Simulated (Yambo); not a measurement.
# GaAs (F-43m) in Yambo: further runs

Runs on GaAs. Level: PBE. Tasks: energy-loss spectrum.

Everything below comes from runs of Yambo 5.3.0. Logs are shortened: lines on timing, memory, paths and dates and some standing lists are left out, and cuts for length are marked.

**Measured values to compare with.**

From “Evidence of valence band perturbations in GaAsN/GaAs(001): A combined variable-angle spectroscopic ellipsometry and modulated photoreflectance investigation”, 2008, arxiv:0805.2212, for a bulk crystal of GaAs at 300 K: band gap 1.412 ± 0.01 eV (direct); band gap 1.418 ± 0.005 eV (direct).

The runs below are set against these values where they give the same quantity.

## 1. Starting point

Symmetry: F-43m, No. 216, cubic system. The conventional cell has a = 5.654 Å, b = 5.654 Å, c = 5.654 Å, α = 90.00°, β = 90.00°, γ = 90.00°. As (site symmetry -43m) has 4 Ga at 2.45 Å as nearest neighbours. Around Ga (site symmetry -43m) lie 4 As at 2.45 Å.

## 2. Energy-loss spectrum, PBE

The input, eels0.in:

```
optics
chi
Chimod= "HARTREE"
% BndsRnXd
 1 | 44 |
%
NGsBlkXd= 3 Ry
% LongDrXd
 1 | 1 | 1 |
%
% QpntsRXd
 2 | 2 |
%
% EnRngeXd
 0 | 50 | eV
%
% DmRngeXd
 0.3 | 0.3 | eV
%
ETStpsXd= 250
```

The input, scf.in:

```
&CONTROL
  calculation = 'scf'
  prefix = 'pwscf'
  outdir = './tmp'
  pseudo_dir = './pseudo'
/
&SYSTEM
  ibrav = 0
  nat = 2
  ntyp = 2
  ecutwfc = 84
  nbnd = 21
  occupations = 'smearing'
  smearing = 'fd'
  degauss = 0.00367493
  force_symmorphic = .true.
/
&ELECTRONS
  conv_thr = 4d-10
  electron_maxstep = 120
  mixing_beta = 0.5
/
ATOMIC_SPECIES
As    74.9216 As.upf
Ga    69.7230 Ga.upf
CELL_PARAMETERS angstrom
   0.0000000000    2.8268500000    2.8268500000
   2.8268500000    0.0000000000    2.8268500000
   2.8268500000    2.8268500000    0.0000000000
ATOMIC_POSITIONS crystal
As     0.7500000000    0.7500000000    0.7500000000
Ga     0.0000000000    0.0000000000    0.0000000000
K_POINTS automatic
12 12 12 0 0 0
```

The input, nscf.in:

```
&CONTROL
  calculation = 'nscf'
  prefix = 'pwscf'
  outdir = './tmp'
  pseudo_dir = './pseudo'
/
&SYSTEM
  ibrav = 0
  nat = 2
  ntyp = 2
  ecutwfc = 84
  nbnd = 44
  occupations = 'fixed'
  force_symmorphic = .true.
/
&ELECTRONS
  conv_thr = 1d-08
  diago_full_acc = .true.
  diago_thr_init = 1d-06
/
ATOMIC_SPECIES
As    74.9216 As.upf
Ga    69.7230 Ga.upf
CELL_PARAMETERS angstrom
   0.0000000000    2.8268500000    2.8268500000
   2.8268500000    0.0000000000    2.8268500000
   2.8268500000    2.8268500000    0.0000000000
ATOMIC_POSITIONS crystal
As     0.7500000000    0.7500000000    0.7500000000
Ga     0.0000000000    0.0000000000    0.0000000000
K_POINTS automatic
12 12 12 0 0 0
```

Potentials or basis: PseudoDojo 0.4.1 SR PBE standard.

Command:

```sh
OMP_NUM_THREADS=1 pw.x -in scf.in > scf.out
OMP_NUM_THREADS=1 pw.x -in nscf.in > nscf.out
cd tmp/pwscf.save; p2y; mv SAVE ../..; cd ../..
OMP_NUM_THREADS=1 yambo
OMP_NUM_THREADS=1 yambo -F eels0.in -J eels0 -C eels0_out
```

Yambo's report:

```text
[... sections 02.01 to 02.04 as in the set-up run ...]

  [02.05] Energies & Occupations
  ==============================

  [X] === General ===
  [X] Electronic Temperature                        :  0.000000  0.000000 [eV K]
  [X] Bosonic    Temperature                        :  0.000000  0.000000 [eV K]
  [X] Finite Temperature mode                       : no
  [X] El. density                                   :  0.61975E+24 [cm-3]
  [X] Fermi Level                                   :  8.798200 [eV]

  [X] === Gaps and Widths ===
  [X] Conduction Band Min                           :  0.516448 [eV]
  [X] Valence Band Max                              :  0.000000 [eV]
  [X] Filled Bands                                  :  14
  [X] Empty Bands                                   :   15   44
  [X] Direct Gap                                    :  0.516448 [eV]
  [X] Direct Gap localized at k                     :  1
  [X] Indirect Gap                                  :  0.516448 [eV]
  [X] Indirect Gap between kpts                     :  1  1
  [X] Last valence band width                       :  3.336017 [eV]
  [X] 1st conduction band width                     :  4.109606 [eV]

 [03] Transferred momenta grid and indexing
 ==========================================

 IBZ Q-points                                      :   72
 BZ  Q-points                                      :  1728

 K/Q-points units:
 rlu = crystal or reduced units; cc = cartesian coordinates; iku = interal k-units

 Q [ 1]         [rlu]:  0.000000  0.000000  0.000000
 Q [ 2]         [rlu]: -0.65177E-18 -0.65177E-18  0.83333E-01
 Q [ 3]         [rlu]: -0.33824E-17 -0.33824E-17  0.16667
 Q [ 4]         [rlu]: -0.91587E-18 -0.91587E-18  0.25000
 Q [ 5]         [rlu]: -0.67648E-17 -0.67648E-17  0.33333
 Q [ 6]         [rlu]: -0.14054E-18 -0.14054E-18  0.41667
 Q [ 7]         [rlu]:  0.18317E-17  0.18317E-17 -0.50000
 Q [ 8]         [rlu]: -0.87052E-18  0.83333E-01  0.83333E-01
 Q [ 9]         [rlu]: -0.65177E-18  0.83333E-01  0.16667
 Q [10]         [rlu]: -0.33824E-17  0.83333E-01  0.25000
 Q [11]         [rlu]:  0.32419E-17  0.83333E-01  0.33333
 Q [12]         [rlu]:  0.15507E-17  0.83333E-01  0.41667
 Q [13]         [rlu]:  0.19300E-16  0.83333E-01  0.50000
 Q [14]         [rlu]:  0.10147E-16  0.83333E-01 -0.41667
 Q [15]         [rlu]:  0.11265E-16  0.83333E-01 -0.33333
[... 33 lines left out ...]
 Q [49]         [rlu]:  0.083333  0.250000  0.333333
 Q [50]         [rlu]:  0.083333  0.250000  0.416667

 Remaining 22 points informations can be written running with -fatlog

 [04] Optics
 ===========

 [WF-X loader] Normalization (few states)  min/max  :  0.47709E-18   1.0000

 [X-CG] R(p) Tot o/o(of R):    67486   725760      100
```

Wall time 6.3 min (1 thread of Arm Neoverse V2, shared host); peak memory 0.98 GiB.

Results:

```yaml
Band_gap_on_the_k_mesh_mean-field_level: 0.52 eV, direct
Peak_of_the_energy-loss_function: 15.3 eV
```

Energy-loss function at q = [0.0, 0.0, 0.083333] (reciprocal lattice):
| energy (eV) | loss |
| --- | --- |
| 0.0 | 0.007 |
| 2.2 | 0.023 |
| 4.4 | 0.058 |
| 6.4 | 0.109 |
| 8.6 | 0.263 |
| 10.8 | 0.456 |
| 13.1 | 1.146 |
| 15.3 | 2.585 |
| 17.5 | 1.606 |
| 19.5 | 1.107 |
| 21.7 | 0.635 |
| 23.9 | 0.443 |
| 26.1 | 0.290 |
| 28.3 | 0.311 |
| 30.5 | 0.198 |
| 32.5 | 0.174 |
| 34.7 | 0.149 |
| 36.9 | 0.144 |
| 39.2 | 0.162 |
| 41.4 | 0.186 |
| 43.6 | 0.194 |
| 45.6 | 0.195 |
| 47.8 | 0.168 |
| 50.0 | 0.218 |

## 3. Energy-loss spectrum, PBE

The input, eels1.in:

```
optics
chi
Chimod= "HARTREE"
% BndsRnXd
 1 | 44 |
%
NGsBlkXd= 3 Ry
% LongDrXd
 1 | 1 | 1 |
%
% QpntsRXd
 3 | 3 |
%
% EnRngeXd
 0 | 50 | eV
%
% DmRngeXd
 0.3 | 0.3 | eV
%
ETStpsXd= 250
```

scf.in is that of step 2.

nscf.in is that of step 2.

Potentials or basis: PseudoDojo 0.4.1 SR PBE standard.

Command:

```sh
OMP_NUM_THREADS=1 pw.x -in scf.in > scf.out
OMP_NUM_THREADS=1 pw.x -in nscf.in > nscf.out
cd tmp/pwscf.save; p2y; mv SAVE ../..; cd ../..
OMP_NUM_THREADS=1 yambo
OMP_NUM_THREADS=1 yambo -F eels1.in -J eels1 -C eels1_out
```

Yambo's report:

```text
[... sections 02.01 to 02.04 as in the set-up run ...]

  [02.05] Energies & Occupations
  ==============================

  [X] === General ===
  [X] Electronic Temperature                        :  0.000000  0.000000 [eV K]
  [X] Bosonic    Temperature                        :  0.000000  0.000000 [eV K]
  [X] Finite Temperature mode                       : no
  [X] El. density                                   :  0.61975E+24 [cm-3]
  [X] Fermi Level                                   :  8.798200 [eV]

  [X] === Gaps and Widths ===
  [X] Conduction Band Min                           :  0.516448 [eV]
  [X] Valence Band Max                              :  0.000000 [eV]
  [X] Filled Bands                                  :  14
  [X] Empty Bands                                   :   15   44
  [X] Direct Gap                                    :  0.516448 [eV]
  [X] Direct Gap localized at k                     :  1
  [X] Indirect Gap                                  :  0.516448 [eV]
  [X] Indirect Gap between kpts                     :  1  1
  [X] Last valence band width                       :  3.336017 [eV]
  [X] 1st conduction band width                     :  4.109606 [eV]

 [03] Transferred momenta grid and indexing
 ==========================================

 IBZ Q-points                                      :   72
 BZ  Q-points                                      :  1728

 K/Q-points units:
 rlu = crystal or reduced units; cc = cartesian coordinates; iku = interal k-units

 Q [ 1]         [rlu]:  0.000000  0.000000  0.000000
 Q [ 2]         [rlu]: -0.65177E-18 -0.65177E-18  0.83333E-01
 Q [ 3]         [rlu]: -0.33824E-17 -0.33824E-17  0.16667
 Q [ 4]         [rlu]: -0.91587E-18 -0.91587E-18  0.25000
 Q [ 5]         [rlu]: -0.67648E-17 -0.67648E-17  0.33333
 Q [ 6]         [rlu]: -0.14054E-18 -0.14054E-18  0.41667
 Q [ 7]         [rlu]:  0.18317E-17  0.18317E-17 -0.50000
 Q [ 8]         [rlu]: -0.87052E-18  0.83333E-01  0.83333E-01
 Q [ 9]         [rlu]: -0.65177E-18  0.83333E-01  0.16667
 Q [10]         [rlu]: -0.33824E-17  0.83333E-01  0.25000
 Q [11]         [rlu]:  0.32419E-17  0.83333E-01  0.33333
 Q [12]         [rlu]:  0.15507E-17  0.83333E-01  0.41667
 Q [13]         [rlu]:  0.19300E-16  0.83333E-01  0.50000
 Q [14]         [rlu]:  0.10147E-16  0.83333E-01 -0.41667
 Q [15]         [rlu]:  0.11265E-16  0.83333E-01 -0.33333
[... 33 lines left out ...]
 Q [49]         [rlu]:  0.083333  0.250000  0.333333
 Q [50]         [rlu]:  0.083333  0.250000  0.416667

 Remaining 22 points informations can be written running with -fatlog

 [04] Optics
 ===========

 [WF-X loader] Normalization (few states)  min/max  :  0.47709E-18   1.0000

 [X-CG] R(p) Tot o/o(of R):    70156   725760      100
```

Wall time 6.4 min (1 thread of Arm Neoverse V2, shared host); peak memory 0.98 GiB.

What came out:

* Band gap on the k mesh, mean-field level: 0.52 eV, direct
* Peak of the energy-loss function: 15.5 eV

Energy-loss function at q = [0.0, 0.0, 0.16667] (reciprocal lattice):
```csv
energy (eV),loss
0.0,0.007
2.2,0.015
4.4,0.067
6.4,0.109
8.6,0.233
10.8,0.425
13.1,0.983
15.3,2.415
17.5,1.698
19.5,1.102
21.7,0.683
23.9,0.454
26.1,0.292
28.3,0.305
30.5,0.199
32.5,0.175
34.7,0.150
36.9,0.143
39.2,0.158
41.4,0.186
43.6,0.193
45.6,0.193
47.8,0.166
50.0,0.216
```

## 4. Energy-loss spectrum, PBE

The input, eels2.in:

```
optics
chi
Chimod= "HARTREE"
% BndsRnXd
 1 | 44 |
%
NGsBlkXd= 3 Ry
% LongDrXd
 1 | 1 | 1 |
%
% QpntsRXd
 4 | 4 |
%
% EnRngeXd
 0 | 50 | eV
%
% DmRngeXd
 0.3 | 0.3 | eV
%
ETStpsXd= 250
```

scf.in is that of step 3.

nscf.in is that of step 3.

Potentials or basis: PseudoDojo 0.4.1 SR PBE standard.

Command:

```sh
OMP_NUM_THREADS=1 pw.x -in scf.in > scf.out
OMP_NUM_THREADS=1 pw.x -in nscf.in > nscf.out
cd tmp/pwscf.save; p2y; mv SAVE ../..; cd ../..
OMP_NUM_THREADS=1 yambo
OMP_NUM_THREADS=1 yambo -F eels2.in -J eels2 -C eels2_out
```

Yambo's report:

```text
[... sections 02.01 to 02.04 as in the set-up run ...]

  [02.05] Energies & Occupations
  ==============================

  [X] === General ===
  [X] Electronic Temperature                        :  0.000000  0.000000 [eV K]
  [X] Bosonic    Temperature                        :  0.000000  0.000000 [eV K]
  [X] Finite Temperature mode                       : no
  [X] El. density                                   :  0.61975E+24 [cm-3]
  [X] Fermi Level                                   :  8.798200 [eV]

  [X] === Gaps and Widths ===
  [X] Conduction Band Min                           :  0.516448 [eV]
  [X] Valence Band Max                              :  0.000000 [eV]
  [X] Filled Bands                                  :  14
  [X] Empty Bands                                   :   15   44
  [X] Direct Gap                                    :  0.516448 [eV]
  [X] Direct Gap localized at k                     :  1
  [X] Indirect Gap                                  :  0.516448 [eV]
  [X] Indirect Gap between kpts                     :  1  1
  [X] Last valence band width                       :  3.336017 [eV]
  [X] 1st conduction band width                     :  4.109606 [eV]

 [03] Transferred momenta grid and indexing
 ==========================================

 IBZ Q-points                                      :   72
 BZ  Q-points                                      :  1728

 K/Q-points units:
 rlu = crystal or reduced units; cc = cartesian coordinates; iku = interal k-units

 Q [ 1]         [rlu]:  0.000000  0.000000  0.000000
 Q [ 2]         [rlu]: -0.65177E-18 -0.65177E-18  0.83333E-01
 Q [ 3]         [rlu]: -0.33824E-17 -0.33824E-17  0.16667
 Q [ 4]         [rlu]: -0.91587E-18 -0.91587E-18  0.25000
 Q [ 5]         [rlu]: -0.67648E-17 -0.67648E-17  0.33333
 Q [ 6]         [rlu]: -0.14054E-18 -0.14054E-18  0.41667
 Q [ 7]         [rlu]:  0.18317E-17  0.18317E-17 -0.50000
 Q [ 8]         [rlu]: -0.87052E-18  0.83333E-01  0.83333E-01
 Q [ 9]         [rlu]: -0.65177E-18  0.83333E-01  0.16667
 Q [10]         [rlu]: -0.33824E-17  0.83333E-01  0.25000
 Q [11]         [rlu]:  0.32419E-17  0.83333E-01  0.33333
 Q [12]         [rlu]:  0.15507E-17  0.83333E-01  0.41667
 Q [13]         [rlu]:  0.19300E-16  0.83333E-01  0.50000
 Q [14]         [rlu]:  0.10147E-16  0.83333E-01 -0.41667
 Q [15]         [rlu]:  0.11265E-16  0.83333E-01 -0.33333
[... 33 lines left out ...]
 Q [49]         [rlu]:  0.083333  0.250000  0.333333
 Q [50]         [rlu]:  0.083333  0.250000  0.416667

 Remaining 22 points informations can be written running with -fatlog

 [04] Optics
 ===========

 [WF-X loader] Normalization (few states)  min/max  :  0.47709E-18   1.0000

 [X-CG] R(p) Tot o/o(of R):    70392   725760      100
```

Run time: 6.4 min. Hardware: 1 thread of Arm Neoverse V2, shared host; peak memory 0.98 GiB.

What came out:

- Band gap on the k mesh, mean-field level: 0.52 eV, direct
- Peak of the energy-loss function: 16.3 eV

Energy-loss function at q = [0.0, 0.0, 0.25] (reciprocal lattice):
```csv
energy (eV),loss
0.0,0.007
2.2,0.011
4.4,0.055
6.4,0.111
8.6,0.221
10.8,0.408
13.1,0.785
15.3,1.943
17.5,1.821
19.5,1.221
21.7,0.756
23.9,0.491
26.1,0.305
28.3,0.310
30.5,0.203
32.5,0.178
34.7,0.151
36.9,0.142
39.2,0.156
41.4,0.187
43.6,0.191
45.6,0.190
47.8,0.165
50.0,0.214
```

## 5. Energy-loss spectrum, PBE

The input, eels3.in:

```
optics
chi
Chimod= "HARTREE"
% BndsRnXd
 1 | 44 |
%
NGsBlkXd= 3 Ry
% LongDrXd
 1 | 1 | 1 |
%
% QpntsRXd
 5 | 5 |
%
% EnRngeXd
 0 | 50 | eV
%
% DmRngeXd
 0.3 | 0.3 | eV
%
ETStpsXd= 250
```

scf.in is that of step 4.

nscf.in is that of step 4.

Potentials or basis: PseudoDojo 0.4.1 SR PBE standard.

Command:

```sh
OMP_NUM_THREADS=1 pw.x -in scf.in > scf.out
OMP_NUM_THREADS=1 pw.x -in nscf.in > nscf.out
cd tmp/pwscf.save; p2y; mv SAVE ../..; cd ../..
OMP_NUM_THREADS=1 yambo
OMP_NUM_THREADS=1 yambo -F eels3.in -J eels3 -C eels3_out
```

Yambo's report:

```text
[... sections 02.01 to 02.04 as in the set-up run ...]

  [02.05] Energies & Occupations
  ==============================

  [X] === General ===
  [X] Electronic Temperature                        :  0.000000  0.000000 [eV K]
  [X] Bosonic    Temperature                        :  0.000000  0.000000 [eV K]
  [X] Finite Temperature mode                       : no
  [X] El. density                                   :  0.61975E+24 [cm-3]
  [X] Fermi Level                                   :  8.798200 [eV]

  [X] === Gaps and Widths ===
  [X] Conduction Band Min                           :  0.516448 [eV]
  [X] Valence Band Max                              :  0.000000 [eV]
  [X] Filled Bands                                  :  14
  [X] Empty Bands                                   :   15   44
  [X] Direct Gap                                    :  0.516448 [eV]
  [X] Direct Gap localized at k                     :  1
  [X] Indirect Gap                                  :  0.516448 [eV]
  [X] Indirect Gap between kpts                     :  1  1
  [X] Last valence band width                       :  3.336017 [eV]
  [X] 1st conduction band width                     :  4.109606 [eV]

 [03] Transferred momenta grid and indexing
 ==========================================

 IBZ Q-points                                      :   72
 BZ  Q-points                                      :  1728

 K/Q-points units:
 rlu = crystal or reduced units; cc = cartesian coordinates; iku = interal k-units

 Q [ 1]         [rlu]:  0.000000  0.000000  0.000000
 Q [ 2]         [rlu]: -0.65177E-18 -0.65177E-18  0.83333E-01
 Q [ 3]         [rlu]: -0.33824E-17 -0.33824E-17  0.16667
 Q [ 4]         [rlu]: -0.91587E-18 -0.91587E-18  0.25000
 Q [ 5]         [rlu]: -0.67648E-17 -0.67648E-17  0.33333
 Q [ 6]         [rlu]: -0.14054E-18 -0.14054E-18  0.41667
 Q [ 7]         [rlu]:  0.18317E-17  0.18317E-17 -0.50000
 Q [ 8]         [rlu]: -0.87052E-18  0.83333E-01  0.83333E-01
 Q [ 9]         [rlu]: -0.65177E-18  0.83333E-01  0.16667
 Q [10]         [rlu]: -0.33824E-17  0.83333E-01  0.25000
 Q [11]         [rlu]:  0.32419E-17  0.83333E-01  0.33333
 Q [12]         [rlu]:  0.15507E-17  0.83333E-01  0.41667
 Q [13]         [rlu]:  0.19300E-16  0.83333E-01  0.50000
 Q [14]         [rlu]:  0.10147E-16  0.83333E-01 -0.41667
 Q [15]         [rlu]:  0.11265E-16  0.83333E-01 -0.33333
[... 33 lines left out ...]
 Q [49]         [rlu]:  0.083333  0.250000  0.333333
 Q [50]         [rlu]:  0.083333  0.250000  0.416667

 Remaining 22 points informations can be written running with -fatlog

 [04] Optics
 ===========

 [WF-X loader] Normalization (few states)  min/max  :  0.47709E-18   1.0000

 [X-CG] R(p) Tot o/o(of R):    71333   725760      100
```

o-eels3.eel_q5_inv_rpa_dyson:

```text
# Electron Energy Loss @ Q(5):  0.166666667     0.166666667    -0.166666667    [iku]
#
# [ X ] Hartree size                              :   51
# [GEN] GF Energies                               : Perdew, Burke & Ernzerhof(X)+Perdew, Burke & Ernzerhof(C)
# [GEN] Green`s Function                          : T-ordered
#
#    E[1] [eV]          Im(eel)            Re(eel)            Im(eel_o)          Re(eel_o)
#
        0.000000           0.007173          -0.230388           0.007158          -0.205798
        0.200803           0.007190          -0.230225           0.007175          -0.205639
        0.401606           0.007241          -0.229737           0.007224          -0.205161
        0.602410           0.007329          -0.228917           0.007309          -0.204358
        0.803213           0.007459          -0.227757           0.007434          -0.203223
        1.004016           0.007638          -0.226248           0.007610          -0.201747
[... 242 lines left out ...]
        49.79920           0.205411          -1.085997           0.191930          -1.170399
        50.00000           0.210760          -1.096088           0.186668          -1.182284
#
```

Run time: 6.4 min. Hardware: 1 thread of Arm Neoverse V2, shared host; peak memory 0.98 GiB.

What came out:

| Quantity | Value |
| --- | --- |
| Band gap on the k mesh, mean-field level | 0.52 eV, direct |
| Peak of the energy-loss function | 16.5 eV |

Energy-loss function at q = [0.0, 0.0, 0.33333] (reciprocal lattice):
```json
{"energy (eV)": "0.0", "loss": "0.007"}
{"energy (eV)": "2.2", "loss": "0.011"}
{"energy (eV)": "4.4", "loss": "0.049"}
{"energy (eV)": "6.4", "loss": "0.105"}
{"energy (eV)": "8.6", "loss": "0.194"}
{"energy (eV)": "10.8", "loss": "0.369"}
{"energy (eV)": "13.1", "loss": "0.658"}
{"energy (eV)": "15.3", "loss": "1.353"}
{"energy (eV)": "17.5", "loss": "1.789"}
{"energy (eV)": "19.5", "loss": "1.374"}
{"energy (eV)": "21.7", "loss": "0.868"}
{"energy (eV)": "23.9", "loss": "0.556"}
{"energy (eV)": "26.1", "loss": "0.337"}
{"energy (eV)": "28.3", "loss": "0.327"}
{"energy (eV)": "30.5", "loss": "0.212"}
{"energy (eV)": "32.5", "loss": "0.183"}
{"energy (eV)": "34.7", "loss": "0.153"}
{"energy (eV)": "36.9", "loss": "0.142"}
{"energy (eV)": "39.2", "loss": "0.156"}
{"energy (eV)": "41.4", "loss": "0.186"}
{"energy (eV)": "43.6", "loss": "0.189"}
{"energy (eV)": "45.6", "loss": "0.187"}
{"energy (eV)": "47.8", "loss": "0.163"}
{"energy (eV)": "50.0", "loss": "0.211"}
```

(Continued in part 2 of 2.)
